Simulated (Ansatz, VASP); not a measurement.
# Zr2Ga in two plane-wave programs, part 2 of 2

One calculation is typed for both programs; each brings its own data sets. How far apart do they land? The cell is taken from a series of runs on this material, whose earlier steps may have relaxed, scaled, displaced or heated it; both programs get it as it stands.

VASP 6.6.1 and Ansatz 0.2.0.

So far: Starting point; VASP: relaxation of cell and atoms, r2SCAN with rVV10.

### Step 3. Ansatz: relaxation of cell and atoms, r2SCAN with rVV10

Level of this step: Ansatz beside VASP: Kohn-Sham DFT, plane waves, r2SCAN with rVV10 (Ansatz).

Ansatz runs on its default PAW (the set named soft_2) files.

The same cell, functional, mesh and smearing now go to Ansatz, which takes its cutoff from its data sets.

Input file input.yaml:

```yaml
crystal:
  lattice:
    - [-3.354, 3.354, 2.7185]
    - [3.354, -3.354, 2.7185]
    - [3.354, 3.354, -2.7185]
  atoms:
    - { symbol: Zr, position: [0.6543, 0.1543, 0.8086] }
    - { symbol: Zr, position: [0.1543, 0.3457, 0.5] }
    - { symbol: Zr, position: [0.3457, 0.8457, 0.1914] }
    - { symbol: Zr, position: [0.8457, 0.6543, 0.5] }
    - { symbol: Ga, position: [0.25, 0.25, 0.0] }
    - { symbol: Ga, position: [0.75, 0.75, 0.0] }
kpoints:
  mp_grid: { grid: [8, 8, 8] }
hamiltonian:
  xc: r2scan
  dispersion: rvv10
scf:
  occupations: { method: gaussian, width: 0.1 }
output:
  forces: true
  stress: true
  eigenvalues: true
relax:
  adjacent_minimum: "off"
  f_tol: 0.005
  max_steps: 60
  cell: { stress_tol: 0.03 }
```

Command:

```sh
$ ansatz run input.yaml --threads 8 --pin off --max-ram 16384MiB --backend cpu --events-out ev --progress --plain --runs-dir out
```

Numbers of over 12 decimals in the logs are rounded to 6 here.

Output:

```text
Engine: ansatz 0.2.0, aarch64-unknown-linux-gnu
Pseudopotentials: kind: paw
Pseudopotential: Zr, paw, valence charge 12, recommended cutoff 500 eV (meta_gga), Zr.paw.azcp
Pseudopotential: Ga, paw, valence charge 13, recommended cutoff 500 eV (meta_gga), Ga.paw.azcp
Functional definition: r2SCAN+rVV10
  parameter k0 = 0.174
  parameter k1 = 0.065
  parameter a1 = 4.9479
  exchange = r2scan_x(k0 = k0, k1 = k1, a1 = a1)
  correlation = r2scan_c + rvv10(11.95, 0.0093)
Crystal: 6 atoms, lattice volume = 122.325 Å³
Basis set: ecut = 500 eV, 3089 PW (Γ), exchange–correlation on 180×180×180 points (64 copies of the dense FFT grid, shifted against one another)
Bands: 45, of which v1, the nominal top of the filled ones, is band 37 counted from 1 (36 counted from 0)
Symmetry: 16 space group operations
Space group: I4/mcm (ITA 140), of the structure as read, at distance tolerance 5.0e-5 Å
k-points: 59 of 512
Non-local potential: Zr, projectors of the file, l = 0: 3, l = 1: 2, l = 2: 2, l = 3: 2
Non-local potential: Ga, projectors of the file, l = 0: 2, l = 1: 2, l = 2: 3, l = 3: 1
PAW form: soft (Blöchl's): semilocal exchange-correlation on the pseudo side does not see the compensation charge
rVV10 density: all electrons in the spheres
PAW frozen core: Zr, regenerated for the run's functional (the file was generated under x = pbe(κ = 0.804, μ = 0.219515), c = pbe(β = 0.066725))
PAW frozen core: Ga, regenerated for the run's functional (the file was generated under x = pbe(κ = 0.804, μ = 0.219515), c = pbe(β = 0.066725))
PAW one-centre angular grid: Zr, 590 points (default); XC on 160 Gauss nodes
PAW one-centre angular grid: Ga, 590 points (default); XC on 160 Gauss nodes
Initial density: superposition of atomic densities (neutral atoms: chi_scale 0, normalization atom), corrected by the library's trained network
Initial wavefunctions: pseudopotential atomic-orbital guess
Functional: x = r2scan, c = r2scan + rvv10(b = 11.95, C = 0.0093); τ floored in thin density (d = 2e-4 eV/Å³)
SCF iter   1: F=—  HF=-24355.758796 eV  |F-HF|=—  |Δ(HF+E_count)|=         —  Δρ=8.46e-3  dr2=9.70e-2  dr2_τ=2.76e-2  ethr=1.77e-3  ⟨swp⟩=5.4  Hψ=10046  notcnv=0
preconditioner: auto → Kerker (q_TF=auto, 2.509 Å⁻¹)  [metal: Δε(μ)=0.008 eV  Ē_g=10.317 eV  σ=0.100 eV  W_gap=0.05  n_scr=34 (ndim 8)  ℏωp=21.8 eV  f_vac=0.000  D(μ)=4.74/eV (n_scr^D=34)]
SCF iter   2: F=—  HF=-24355.845629 eV  |F-HF|=—  |Δ(HF+E_count)|=   8.68e-2  Δρ=4.36e-3  dr2=2.43e-2  dr2_τ=9.09e-4  ethr=1.31e-4  ⟨swp⟩=2.0  Hψ=5579  notcnv=0  defer=112
SCF iter   3: F=—  HF=-24355.843133 eV  |F-HF|=—  |Δ(HF+E_count)|=   2.50e-3  Δρ=2.33e-3  dr2=7.16e-3  dr2_τ=3.32e-4  ethr=3.28e-5  ⟨swp⟩=2.1  Hψ=3842  notcnv=0  defer=112
SCF iter   4: F=—  HF=-24355.842551 eV  |F-HF|=—  |Δ(HF+E_count)|=   5.81e-4  Δρ=4.96e-4  dr2=2.22e-4  dr2_τ=2.10e-5  ethr=9.68e-6  ⟨swp⟩=2.4  Hψ=4451  notcnv=0  defer=112
SCF iter   5: F=—  HF=-24355.842703 eV  |F-HF|=—  |Δ(HF+E_count)|=   1.51e-4  Δρ=1.68e-4  dr2=2.89e-5  dr2_τ=8.18e-7  ethr=3.00e-7  ⟨swp⟩=2.6  Hψ=4798  notcnv=0  defer=112
SCF iter   6: F=—  HF=-24355.842846 eV  |F-HF|=—  |Δ(HF+E_count)|=   1.44e-4  Δρ=3.39e-5  dr2=1.18e-6  dr2_τ=6.95e-8  ethr=3.91e-8  ⟨swp⟩=2.6  Hψ=4608  notcnv=0  defer=112
SCF iter   7: F=—  HF=-24355.842847 eV  |F-HF|=—  |Δ(HF+E_count)|=   6.41e-7  Δρ=1.19e-5  dr2=1.58e-7  dr2_τ=4.60e-9  ethr=1.59e-9  ⟨swp⟩=2.0  Hψ=3863  notcnv=0  defer=112
SCF iter   8: F=-24355.842847 eV  HF=-24355.842847 eV  |F-HF|=1.28e-8  |Δ(HF+E_count)|=   4.11e-8  Δρ=5.41e-6  dr2=3.28e-8  dr2_τ=8.21e-10  ethr=1.35e-10  ⟨swp⟩=9.1  Hψ=9544  notcnv=0
SCF 1 converged in 8 iterations: F = -24355.842847 eV  dr2 = 3.28e-8
  greatest PAW one-centre occupation: 0.993 electrons in one spin orbital (limit 2), on the Ga atom at site 5 (counted from 0), in its partial waves of l = 2
relax step   1: F+E_penalty+E_count = -24355.84284709 eV  Δ(F+E_penalty+E_count) = +0.000e0 eV  max|allowed force component| = 3.490e-2 eV/Å  Δτ_max = 0.0000 Å  P = -1.206 GPa  Ω = 122.325 Å³  (8 SCF iters, dr2 threshold 1.00e-7 eV, accepted)
[...]
relax step   5: F+E_penalty+E_count = -24355.84867821 eV  Δ(F+E_penalty+E_count) = -2.523e-5 eV  max|allowed force component| = 1.025e-3 eV/Å  Δτ_max = 0.0006 Å  P = -0.005 GPa  Ω = 120.969 Å³  energy of the carried Pulay correction = +1.821e-5 eV  (6 SCF iters, dr2 threshold 2.56e-9 eV, accepted)
[...]
relax step   6: F+E_penalty+E_count = -24355.84866127 eV  Δ(F+E_penalty+E_count) = +1.695e-5 eV  max|allowed force component| = 1.030e-3 eV/Å  Δτ_max = 0.0000 Å  P = -0.005 GPa  Ω = 120.969 Å³  stress off target by 8.77e-3 GPa  SCF on the basis re-selected at this cell (its energy is not comparable with the rows above)  (4 SCF iters)
basis re-selected at this cell: Δ(F+E_penalty+E_count) = +1.695e-5 eV, ΔP = -0.000 GPa vs the last step (what re-selecting the basis moved, of the pressure what is left beyond the Pulay correction that the steps carried, after the strain that the cell walked since its last selection, with what the two solves' SCF thresholds leave and, on support functions, any second-order correction that the steps lacked; it is no m [...]
SCF converged after 4 iterations
Free energy (F): -24355.848661 eV
Harris-Foulkes:  -24355.848661 eV  (|F-HF|=2.18e-11)
Internal energy: -24355.826904 eV  (E = F + TS)
E sigma→0 (E₀):  -24355.837783 eV
Entropy (-TS):   -0.021757 eV (-3.626 meV/atom)
Fermi energy:    13.292624 eV
--- Per-component energies (eV) ---
  E_band       = -406.704995
  E_kinetic    = 1560.572193
  E_local      = -6092.214930  (includes V_loc(G=0)·N_el)
  E_nonlocal   = 1162.608954
  E_hartree    = 2514.432615
  E_xc         = -742.461007
  E_vxc        = -966.473034  (∫ρ·V_xc dr)
  E_paw        = -15881.565783  (= ΣΔE_a)
  E_vpaw       = -1156.407850  (= ΣTr[D̂ρ^β])
  E_aug_tail   = -0.000010  (compensation charges beyond the density's cutoff)
  E_vtau       = 56.344346  (kinetic-family band-sum trace: ∫τ·v_τ [+ j·A + Jᵃ·Aᵃ] dr)
  E_ewald      = -6875.233832
  E_core_change = -1.965106  (= ΣΔE_core)
  E_smearing   = -0.021757  (= −TS)
  E_closure    = 0.000000  (closes the sum)
  Σ components = -24355.848661   (vs F -24355.848661, Δ=0.00e0)
--- Forces (eV/Å), atoms counted from 1 ---
  atom   1  Zr     0.00103031     0.00103031     0.00000000
  atom   2  Zr    -0.00103031     0.00103031    -0.00000000
  atom   3  Zr    -0.00103031    -0.00103031     0.00000000
  atom   4  Zr     0.00103031    -0.00103031    -0.00000000
  atom   5  Ga    -0.00000000    -0.00000000     0.00000000
  atom   6  Ga    -0.00000000     0.00000000     0.00000000
  max |Σ_I F_I| component: 3.43e-17 eV/Å
--- Stress (GPa, compression-positive) ---
       -0.003696       0.000000       0.000000
        0.000000      -0.003696       0.000000
        0.000000       0.000000      -0.008767
  P = ⅓ Tr σ = -0.0054 GPa (-0.054 kbar)
--- Band table (eV; the first three rows and the last of 59) ---
  k-point 0: bands = [... 33 lower, 12.3427, 12.3427, 12.7052, 12.7052, 12.9831, 15.1126, 15.1901, 15.6478, ... 4 higher]
  k-point 1: bands = [... 33 lower, 12.2566, 12.3294, 12.6334, 12.7701, 12.9918, 15.1359, 15.2758, 15.5682, ... 4 higher]
  k-point 2: bands = [... 33 lower, 12.2923, 12.4374, 12.6455, 12.9111, 12.9231, 15.1419, 15.2760, 15.3252, ... 4 higher]
  k-point 58: bands = [... 33 lower, 12.2037, 12.7555, 12.9742, 13.5961, 13.8413, 14.2882, 14.2882, 15.1455, ... 4 higher]
--- Relaxed structure (4 steps of the walk, 3 accepted, 2 SCFs on fresh bases) ---
  F+E_penalty+E_count = -24355.84866127 eV   max|allowed force component| = 1.030e-3 eV/Å   (the final SCF, on the basis selected at the relaxed cell)
  cell:  # Å, volume = 120.9693 Å³
    - [-3.341070, 3.341070, 2.709219]
    - [3.341070, -3.341070, 2.709219]
    - [3.341070, 3.341070, -2.709219]
  atoms:
    - { symbol: Zr, position: [0.653604, 0.153604, 0.807209] }
    - { symbol: Zr, position: [0.153604, 0.346396, 0.500000] }
    - { symbol: Zr, position: [0.346396, 0.846396, 0.192791] }
    - { symbol: Zr, position: [0.846396, 0.653604, 0.500000] }
    - { symbol: Ga, position: [0.25, 0.25, 0] }
    - { symbol: Ga, position: [0.750000, 0.750000, 0] }
```

In the SCF lines HF is the Harris–Foulkes energy and dr2 the Hartree energy of the density residual, in eV; the loop may stop once dr2 is under the threshold and the program's other checks hold. Hψ counts applications of the Hamiltonian.

### Step 4. Comparison

Known differences besides the potentials themselves: VASP keeps PBE cores, Ansatz makes them for the functional; the cutoff is 500 eV in Ansatz and 550 eV in VASP; Ansatz adds a Pulay correction to the stress that steers its cell, VASP none. Total energies have different zeros and are not compared.

Compared:

```tsv
quantity	Ansatz	VASP	difference
volume (Å³)	120.97	121.14	-0.14 %
edge a after relaxation, in the typed setting (Å)	5.447	5.449	-0.05 %
```

### Step 5. Outcome

| Quantity | Value |
| --- | --- |
| difference in volume (relaxation of cell and atoms, r2SCAN with rVV10) | -0.14 % |

**Reading.** The difference in volume is -0.14 % (relaxation of cell and atoms, r2SCAN with rVV10), within the 1.2 % picked in this series as the mark of a large difference, as far as the stopping tolerances let one tell. Such differences can come from data sets, numerical settings and the points named under the comparisons, not from the functional's error against experiment.

[Lines on the potential files, build, host, timing and source positions are cut from VASP's logs without a mark.]

[Logs are printed without paths, hosts, clocks, repeated set-up lines and the standing remarks that a program may print on its own settings, such as how far it seeks lower states.]

[Hosts, paths, dates, database ids (printed as entryN), source tags and the programs' standing remarks are cut or masked in the printed files.]
